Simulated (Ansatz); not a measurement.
**Rock-salt LiI**

Computed with r²SCAN (PAW; Ansatz, a quantum-chemistry and plane-wave program).

Settings: plane-wave cutoff 560 eV, 10×10×10 k mesh, Fermi–Dirac smearing 0.01 eV, scalar-relativistic PAW data made under PBE.

Cell: measured lattice: a = b = c = 6.012 Å, α = β = γ = 90.00°.

```yaml
band_gap: 5.00 eV
smallest_direct_gap_on_the_k_points_sampled: 5.15 eV
width_of_the_whole_s_p_valence_band: 12.00 eV
```

Measured, for comparison: band gap 6.4 eV (temperature not stated, not corrected to a static lattice, our sources range from 6.10 to 6.40; as tabulated in Aguado et al. (1998), arXiv:cond-mat/9809176).

Note: cell and atoms aren't relaxed at this level.

Spin–orbit coupling is not included; with these elements it can move the gap by several tenths of an eV or more.

The computed numbers hold no vibrational or temperature effects.

Computing time: roughly 11 core-seconds.
